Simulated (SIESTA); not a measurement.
Crystal: Cu.

```
Cu
1.0
     0.00000    1.80750    1.80750
     1.80750    0.00000    1.80750
     1.80750    1.80750    0.00000
Cu
1
Direct
  0.00000 0.00000 0.00000
```

Base run:

- Program: SIESTA 5.4.2
- Functional: PBE
- Potentials or basis: PseudoDojo 0.4 standard (PBE files)
- Basis: DZ (energy shift 0.003 Ry; two zetas on semicore shells)
- Grid cutoff: 800 Ry
- Energy shift: 0.003 Ry
- k mesh: 13 × 13 × 13
- Occupations: fermi-dirac, width 0.05 eV
- Spin: no spin polarisation

Its results: band gap on the k mesh none (metal or under the smearing width); pressure -1.7 GPa.

Task: The run is repeated on the same cell with these changes: basis from DZ (energy shift 0.003 Ry; two zetas on semicore shells) to TZP (energy shift 0.003 Ry; two zetas on semicore shells). What comes out?

Result: Band gap on the k mesh none (metal or under the smearing width); pressure 0.5 GPa.

Caveats: short orbitals over semicore shells can move pressures by several GPa; the basis of atomic orbitals isn't converged, which shifts pressures, moduli and gaps; the basis has no polarisation orbitals (some runs).
